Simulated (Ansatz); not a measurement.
Si2Mo: what symmetry allows forces and stress to be

```yaml
crystal:
  lattice:
    - [-1.50442, 1.50442, 4.04944]
    - [1.50442, -1.50442, 4.04944]
    - [1.50442, 1.50442, -4.04944]
  atoms:
    - { symbol: Si, position: [0.34235, 0.34235, 0.00000] }
    - { symbol: Si, position: [0.65765, 0.65765, 0.00000] }
    - { symbol: Mo, position: [0.00000, 0.00000, 0.00000] }
```

These are results of DFT PBEsol, scalar-relativistic, plane waves, PAW in Ansatz, not measurements.

Plane waves to 420 eV, a k mesh through Γ of 18×18×18 on the computed 3-atom cell and Gaussian smearing (0.10 eV); no spin polarisation.

This distorted cell has space group I4/mmm, with 16 operations.

Task: Without a calculation: in which directions can each atom feel a force?

Result: A force must be left unchanged by every operation that keeps its atom in place, so it lies in the space that those operations leave fixed. Atoms that the group maps onto each other feel forces of one size.
```json
{"atom": "Si1", "site symmetry": "4mm", "operations at the site": "8", "equivalent to atom": "1", "allowed force (Cartesian)": "along (0.00, 0.00, 1.00)"}
{"atom": "Si2", "site symmetry": "4mm", "operations at the site": "8", "equivalent to atom": "1", "allowed force (Cartesian)": "along (0.00, 0.00, 1.00)"}
{"atom": "Mo3", "site symmetry": "4/mmm", "operations at the site": "16", "equivalent to atom": "3", "allowed force (Cartesian)": "none"}
```

That leaves 1 independent force component of 9. A relaxation in this cell that keeps the symmetry moves the atoms in these directions alone.

Task: And the stress tensor?

Result: It must be invariant under the point group, which leaves 2 independent components: yz, xz, xy vanish; xx = yy.

Task: Do the computed values obey this?

Result: Yes. Forces (eV/Å):
```
Si1  0.000  0.000 -1.310
Si2  0.000  0.000  1.310
Mo3  0.000  0.000  0.000
```

Stress (GPa, compression positive, xx yy zz yz xz xy): 35.62 35.62 1.07 0.00 0.00 0.00. The program imposes the same operations on density, forces and stress, so this confirms the analysis and is no independent test of the calculation.